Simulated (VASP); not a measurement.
# SnS (Pnma) in VASP: further runs, part 2 of 2

VASP 6.6.1.

## Step 4: Single point, LDA

Input file INCAR:

```
ALGO     = Normal         # electronic algorithm
EDIFF    = 1E-6           # SCF threshold, eV
ENCUT    = 420            # plane-wave cutoff, eV
GGA      = CA             # functional
ISIF     = 2              # what is computed and relaxed
ISMEAR   = 0              # smearing method
LASPH    = T              # aspherical terms in the spheres
LCHARG   = F              # write CHGCAR
LREAL    = F              # projectors in reciprocal space
LWAVE    = F              # write WAVECAR
NELM     = 100            # most SCF steps
PREC     = Accurate       # precision mode
SIGMA    = 0.02           # smearing width, eV
```

Input file KPOINTS:

```
k-points
0
Gamma
  3 8 7
```

Input file POSCAR:

```
SnS
1.0
   11.2000000000      0.0000000000      0.0000000000
    0.0000000000      3.9870000000      0.0000000000
    0.0000000000      0.0000000000      4.3340000000
Sn S
4 4
Direct
    0.1194000000      0.2500000000      0.1198000000
    0.3806000000      0.7500000000      0.6198000000
    0.6194000000      0.2500000000      0.3802000000
    0.8806000000      0.7500000000      0.8802000000
    0.8508000000      0.2500000000      0.4793000000
    0.6492000000      0.7500000000      0.9793000000
    0.3508000000      0.2500000000      0.0207000000
    0.1492000000      0.7500000000      0.5207000000
```

Potentials or basis: VASP PAW LDA potentials, release 64 (Sn_d, S).

Command:

```bash
cat potpaw_LDA.64/Sn_d/POTCAR potpaw_LDA.64/S/POTCAR > POTCAR
mpirun -np 1 vasp_std > vasp.out
```

OUTCAR:

```text
EDIFF = 1E-6
   ENCUT = 420
   GGA = CA
   ISIF = 2
   ISMEAR = 0
   LASPH = T
   LREAL = F
   NELM = 100
   PREC = Accurate

 ion  position               nearest neighbor table
   1  0.119  0.250  0.120-   7 2.63   8 2.67   8 2.67   4 3.49   4 3.49
   2  0.381  0.750  0.620-   8 2.63   7 2.67   7 2.67   3 3.49   3 3.49
   3  0.619  0.250  0.380-   5 2.63   6 2.67   6 2.67   2 3.49   2 3.49
   4  0.881  0.750  0.880-   6 2.63   5 2.67   5 2.67   1 3.49   1 3.49
   5  0.851  0.250  0.479-   3 2.63   4 2.67   4 2.67
   6  0.649  0.750  0.979-   4 2.63   3 2.67   3 2.67
   7  0.351  0.250  0.021-   1 2.63   2 2.67   2 2.67
   8  0.149  0.750  0.521-   2 2.63   1 2.67   1 2.67

  LATTYP: Found a simple orthorhombic cell.
 ALAT       =     3.9870000000
 B/A-ratio  =     1.0870328568
 C/A-ratio  =     2.8091296714

  Lattice vectors:

 A1 = (   0.0000000000,   3.9870000000,   0.0000000000)
 A2 = (   0.0000000000,   0.0000000000,   4.3340000000)
 A3 = (  11.2000000000,   0.0000000000,   0.0000000000)

Analysis of symmetry for initial positions (statically):
=====================================================================
 Subroutine PRICEL returns:
 Original cell was already a primitive cell.

 Routine SETGRP: Setting up the symmetry group for a
 simple orthorhombic supercell.

 Subroutine GETGRP returns: Found  8 space group operations
 (whereof  2 operations were pure point group operations)
 out of a pool of  8 trial point group operations.

The static configuration has the point symmetry S_2 .
 The point group associated with its full space group is D_2h.

Analysis of symmetry for dynamics (positions and initial velocities):
=====================================================================
 Subroutine PRICEL returns:
 Original cell was already a primitive cell.

 Routine SETGRP: Setting up the symmetry group for a
 simple orthorhombic supercell.

 Subroutine GETGRP returns: Found  8 space group operations
 (whereof  2 operations were pure point group operations)
 out of a pool of  8 trial point group operations.

The dynamic configuration has the point symmetry S_2 .
 The point group associated with its full space group is D_2h.

 Subroutine INISYM returns: Found  8 space group operations
 (whereof  2 operations are pure point group operations),
 and found     1 'primitive' translations

----------------------------------------------------------------------------------------

                                     Primitive cell

  volume of cell :     193.5322

  direct lattice vectors                    reciprocal lattice vectors
    11.200000000  0.000000000  0.000000000     0.089285714  0.000000000  0.000000000
     0.000000000  3.987000000  0.000000000     0.000000000  0.250815149  0.000000000
     0.000000000  0.000000000  4.334000000     0.000000000  0.000000000  0.230733733

  length of vectors
    11.200000000  3.987000000  4.334000000     0.089285714  0.250815149  0.230733733

  position of ions in fractional coordinates (direct lattice)
     0.119400000  0.250000000  0.119800000
[... 49 lines left out ...]
  0.000000  0.125000  0.000000      2.000000
  0.333333  0.125000  0.000000      4.000000
  0.000000  0.250000  0.000000      2.000000
  0.333333  0.250000  0.000000      4.000000
[... 16 lines left out ...]
  0.000000  0.125000  0.285714      4.000000
  0.333333  0.125000  0.285714      8.000000
 [... further k-points ...]
   k-points           NKPTS =     40   k-points in BZ     NKDIM =     40   number of bands    NBANDS=     48
   number of dos      NEDOS =    301   number of ions     NIONS =      8
   total plane-waves  NPLWV =  67200
   dimension x,y,z NGX =    80 NGY =   28 NGZ =   30
   dimension x,y,z NGXF=   160 NGYF=   56 NGZF=   60
   ions per type =               4   4
   NGX,Y,Z   is equivalent  to a cutoff of  11.87, 11.68, 11.51 a.u.
   NGXF,Y,Z  is equivalent  to a cutoff of  23.75, 23.35, 23.02 a.u.
 SYSTEM =  unknown system
   PREC   = accura    normal or accurate (medium, high low for compatibility)
   ISTART =      0    job   : 0-new  1-cont  2-samecut
   ICHARG =      2    charge: 1-file 2-atom 10-const
   ISPIN  =      1    spin polarized calculation?
   LNONCOLLINEAR =      F non collinear calculations
   LSORBIT =      F    spin-orbit coupling
   LASPH  =      T    aspherical Exc in radial PAW
   ENCUT  =  420.0 eV  30.87 Ry    5.56 a.u.  18.72  6.66  7.24*2*pi/ulx,y,z
   NELM   =    100;   NELMIN=  2; NELMDL= -5     # of ELM steps
   EDIFF  = 0.1E-05   stopping-criterion for ELM
   LREAL  =      F    real-space projection
   EDIFFG = 0.1E-04   stopping-criterion for IOM
   NSW    =      0    number of steps for IOM
   IBRION =     -1    ionic relax: 0-MD 1-quasi-New 2-CG
   NFREE  =      0    steps in history (QN), initial steepest desc. (CG)
   ISIF   =      2    stress and relaxation
   ISYM   =      2    0-nonsym 1-usesym 2-fastsym
   POTIM  = 0.5000    time-step for ionic-motion
   TEBEG  =    0.0;   TEEND  =   0.0 temperature during run
   PSTRESS=    0.0 pullay stress
   NELECT =      80.0000    total number of electrons
   NUPDOWN=      -1.0000    fix difference up-down
   EMIN   =  10.00;   EMAX   =-10.00  energy-range for DOS
   EFERMI =   0.00;   METHOD = LEGACY
   ISMEAR =     0;   SIGMA  =   0.02  broadening in eV -4-tet -1-fermi 0-gaus
   EFERMI_NEDOS =   21; number of points for ismear=-14 and -15
   IALGO  =     38    algorithm
   IMIX   =      4    mixing-type and parameters
     AMIX     =   0.40;   BMIX     =  1.00
     AMIX_MAG =   1.60;   BMIX_MAG =  1.00
  volume/ion in A,a.u.               =      24.19       163.25
  Fermi-wavevector in a.u.,A,eV,Ry     =   1.219515  2.304549 20.234810  1.487217
  Thomas-Fermi vector in A             =   2.354764
   LORBIT       =      0    0 simple, 1 ext, 2 COOP (PROOUT), +10 PAW based schemes
   GGA     = CA    functional components
   LHFCALC =     F    Hartree Fock is set to
   AEXX    =    0.0000 exact exchange contribution
   IVDW    =     0    specifies the selected vdW correction
   LEPSILON=     F    determine dielectric tensor
   LRPA    =     F    only Hartree local field effects (RPA)
 non-spin polarized calculation
 Gauss-broadening in eV      SIGMA  =   0.02
  energy-cutoff  :      420.00
  volume of cell :      193.53
 maximum number of plane-waves:      3816
 NGX is ok and might be reduce to    80
   NGX = 37   NGY = 13   NGZ = 15

 number of electron      80.0000022 magnetization

 Free energy of the ion-electron system (eV)
  ---------------------------------------------------
  ext. energy  EPLUGINS =         0.00000000
  ---------------------------------------------------
  free energy    TOTEN  =       -40.40990203 eV

  energy without entropy =      -40.40990203  energy(sigma->0) =      -40.40990203

 E-fermi :   6.0657     XC(G=0): -10.1567

 val. band max:        5.9508080227   @ k =   0.0000   0.0000   0.4286
 cond. band min:       6.8100097110   @ k =   0.0000   0.0000   0.0000
 fundamental gap:      0.8592016883
 Fermi energy:         6.0656662450

 k-point     1 :       0.0000    0.0000    0.0000
  band No.  band energies     occupation
      1     -15.2136      2.00000
      2     -15.1931      2.00000
      3     -15.1902      2.00000
      4     -15.1805      2.00000
      5     -15.1792      2.00000
      6     -15.1742      2.00000
[... 1213 lines left out ...]
     47       9.5107      0.00000
     48       9.6156      0.00000

 [... further k-points ...]

------------------------ aborting loop because EDIFF is reached ----------------------------------------

  FORCE on cell =-STRESS in cart. coord.  units (eV):
  Direction    XX          YY          ZZ          XY          YZ          ZX
  --------------------------------------------------------------------------------------
  -------------------------------------------------------------------------------------
  Total       -2.6313662     -2.9223783     -2.9124880      0.0000000     -0.0000000      0.0000000
  in kB      -21.7840544    -24.1932296    -24.1113523      0.0000000     -0.0000000      0.0000000
  external PRESSURE =     -23.3628788 kB  Pullay stress =       0.0000000 kB

 VOLUME and BASIS-vectors are now :
 -----------------------------------------------------------------------------
  energy-cutoff  :      420.00
  volume of cell :      193.53
      direct lattice vectors                 reciprocal lattice vectors
    11.200000000  0.000000000  0.000000000     0.089285714  0.000000000  0.000000000
     0.000000000  3.987000000  0.000000000     0.000000000  0.250815149  0.000000000
     0.000000000  0.000000000  4.334000000     0.000000000  0.000000000  0.230733733

 POSITION                                       TOTAL-FORCE (eV/Angst)
 -----------------------------------------------------------------------------------
      1.33728      0.99675      0.51921         0.030582      0.000000      0.032921
      4.26272      2.99025      2.68621        -0.030582     -0.000000      0.032921
      6.93728      0.99675      1.64779         0.030582     -0.000000     -0.032921
      9.86272      2.99025      3.81479        -0.030582      0.000000     -0.032921
      9.52896      0.99675      2.07729         0.017282     -0.000000      0.019009
      7.27104      2.99025      4.24429        -0.017282     -0.000000      0.019009
      3.92896      0.99675      0.08971         0.017282     -0.000000     -0.019009
      1.67104      2.99025      2.25671        -0.017282     -0.000000     -0.019009
 -----------------------------------------------------------------------------------
    total drift:                                0.000000      0.000000      0.000000

  FREE ENERGIE OF THE ION-ELECTRON SYSTEM (eV)
  ---------------------------------------------------
  free  energy   TOTEN  =       -40.4099020268 eV

  energy  without entropy=      -40.4099020268  energy(sigma->0) =      -40.40990203
```

Run time: 91 s. Hardware: 1 thread of Intel Xeon 6975P-C (Granite Rapids), shared host; peak memory 0.32 GiB.

Results:

| Property | Result |
| --- | --- |
| Free energy | -40.4099 eV |
| Pressure | -2.3 GPa |
| Largest force | 0.045 eV/Å |
| Band gap on the k mesh | 0.86 eV, indirect (least direct gap 1.18 eV) |

Forces in eV/Å, atoms in the order of the input:
```
Sn   0.031  0.000  0.033
Sn  -0.031  0.000  0.033
Sn   0.031  0.000 -0.033
Sn  -0.031  0.000 -0.033
S    0.017  0.000  0.019
S   -0.017  0.000  0.019
S    0.017  0.000 -0.019
S   -0.017  0.000 -0.019
```

Caveat: spin-orbit coupling is left out, which moves the levels of the heavy elements; an odd mesh through Γ misses points on the zone boundary, where band edges often lie.

## Step 5: Summary

```csv
level,potentials or basis,k mesh,further INCAR settings,grid for exact exchange (PRECFOCK),screening parameter,gap on the mesh (eV),pressure (GPa),largest force (eV/Å)
PBE,"VASP PAW PBE potentials, release 64 (Sn_d, S)",3 × 8 × 7,ALGO = Fast; EDIFF = 1e-06; NBANDS = 50,-,-,0.92,2.3,0.14
HSE06,"VASP PAW PBE potentials, release 64 (Sn_d, S)",2 × 4 × 4,ALGO = Normal; EDIFF = 1e-06,Normal,0.2 1/A,1.38,0.6,0.14
LDA,"VASP PAW LDA potentials, release 64 (Sn_d, S)",3 × 8 × 7,ALGO = Normal; EDIFF = 1e-06,-,-,0.86,-2.3,0.04
```

Alike in all rows: task single point; no spin polarisation; cell as given; cutoff (eV) 420; smearing gaussian 0.02 eV.

Caveats: spin-orbit coupling is left out, which moves the levels of the heavy elements; an odd mesh through Γ misses points on the zone boundary, where band edges often lie (some runs); the PAW data sets were made with another functional, which shifts forces and pressure a little (some runs).

Absolute energies hang on the potentials; compare differences alone.

## Step 6: Comparison with measurements

Step 2. The gap isn't set beside the deposited one, since this odd mesh misses points on the zone boundary.

Step 3. Against the measured gap of SnS, 1.09 eV (indirect; 300 K; “Linear dichroism of the optical properties of SnS and SnSe van der Waals crystals”, 2024, arxiv:2409.17412), the calculated 1.38 eV is off by +0.29 eV. 2 values of this kind are on record (1.09 to 1.16 eV); this one was drawn at random. Spin-orbit coupling on Sn is left out. The value is that of HSE06 on a finite k mesh, which can miss the band edges, without temperature or zero-point motion.

Step 4. The gap isn't set beside the deposited one, since this odd mesh misses points on the zone boundary.
